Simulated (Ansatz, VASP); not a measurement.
# One calculation of TiC, two programs

The input INCAR:

```
PREC = Accurate
ENCUT = 520
EDIFF = 1E-8
ISMEAR = -1
SIGMA = 0.03
LREAL = False
LASPH = True
NELM = 60
ALGO = Normal
ISIF = 2
LWAVE = False
LCHARG = False
GGA = PE
LEFG = True
NBANDS = 15
```

KPOINTS

```
Automatic mesh
0
Gamma
  16 16 16
```

POSCAR

```
TiC
1.0
    0.0000000000      2.1859701065      2.1207200000
    2.1859701065      0.0000000000      2.1207200000
    2.1859701065      2.1859701065      0.0000000000
Ti C
1 1
Direct
    0.0000000000      0.0000000000      0.0000000000
    0.5000000000      0.5000000000      0.5000000000
```

Input for Ansatz:

```yaml
crystal:
  lattice:
    - [0.0, 2.1859701065, 2.12072]
    - [2.1859701065, 0.0, 2.12072]
    - [2.1859701065, 2.1859701065, 0.0]
  atoms:
    - { symbol: Ti, position: [0.0, 0.0, 0.0] }
    - { symbol: C, position: [0.5, 0.5, 0.5] }
kpoints:
  mp_grid: { grid: [16, 16, 16] }
scf:
  occupations: { method: fermi_dirac, width: 0.03 }
hamiltonian:
  xc: pbe
  pseudopotentials: { kind: all_electron, datasets: crystal }
output:
  forces: true
  stress: true
  eigenvalues: true
  efg: { contact_densities: true }
```

Change from the starting cell: z stretched by -2 % at fixed volume, crystal datasets.

Alike in both runs: task electric field gradients; functional PBE; k mesh 16 × 16 × 16; occupations fermi-dirac, width 0.03 eV; no spin polarisation.

```csv
,VASP,Ansatz
version,VASP 6.6.1,Ansatz 0.2.0
potentials or method,"VASP PAW PBE potentials, release 64 (Ti_sv, C)","all-electron PAW with datasets made for the crystal, scalar-relativistic"
plane-wave cutoff (eV),520,see its input
```

```tsv
	VASP	Ansatz	Ansatz less VASP
pressure (GPa)	1.5	1.3	-0.23
largest component of the traceless stress (GPa)	8.35	8.31	-0.045
Vzz of the field gradient on the site that differs most (V/Å²)	-24.0	-25.3	-1.30
```

Ansatz ran all-electron here, so the differences hold the error of VASP's frozen core and of both bases.
